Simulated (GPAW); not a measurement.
Write an ASE script for GPAW 26.7.0 that does the following.

- Task: single point
- Functional: TB-mBJ
- Potentials or basis: GPAW PAW data sets for LDA (gpaw-data 1.2.1)
- Cutoff: 800 eV
- Basis: pw
- k mesh: 10 × 10 × 10
- Occupations: fermi-dirac, width 0.05 eV
- Spin: no spin polarisation
- Maxiter: 150

LiCl:

```
CELL_PARAMETERS angstrom
0.00000 2.56477 2.56477
2.56477 0.00000 2.56477
2.56477 2.56477 0.00000
ATOMIC_POSITIONS crystal
Cl 0.50000 0.50000 0.50000
Li 0.00000 0.00000 0.00000
```

These files were run (other wordings do the same):

run.py

```python
from ase import Atoms
from ase.dft.bandgap import bandgap
from ase.io import write
from gpaw import GPAW, PW

atoms = Atoms(['Cl', 'Li'],
              cell=[[0.0, 2.56477, 2.56477],
                    [2.56477, 0.0, 2.56477],
                    [2.56477, 2.56477, 0.0]],
              scaled_positions=[[0.5, 0.5, 0.5],
                                [0.0, 0.0, 0.0]],
              pbc=True)

calc = GPAW(mode=PW(800),
            xc='TB09',
            kpts={'size': (10, 10, 10), 'gamma': True},
            occupations={'name': 'fermi-dirac', 'width': 0.05},
            nbands=11,
            convergence={'density': 1e-05, 'energy': 1e-05},
            eigensolver='cg',
            maxiter=150,
            txt='gpaw.txt')
atoms.calc = calc
energy = atoms.get_potential_energy()
calc.write('gs.gpw')
write('result.traj', atoms)
print('Fermi level:', round(calc.get_fermi_level(), 4), 'eV')
print(f'Gap: {bandgap(calc)[0]:.4f} eV, direct: {bandgap(calc, direct=True)[0]:.4f} eV')
```

Potentials or basis: GPAW PAW data sets for LDA (gpaw-data 1.2.1), pw.

The run is started by

```console
$ OMP_NUM_THREADS=1 python run.py
```

It gave:

```
Band gap on the k mesh : 8.23 eV, direct
```

Caveat: a model potential gives levels but no total energy.

Wall time 62 s on 1 thread of Arm Neoverse V2 (shared host), peak memory 0.2 GiB.
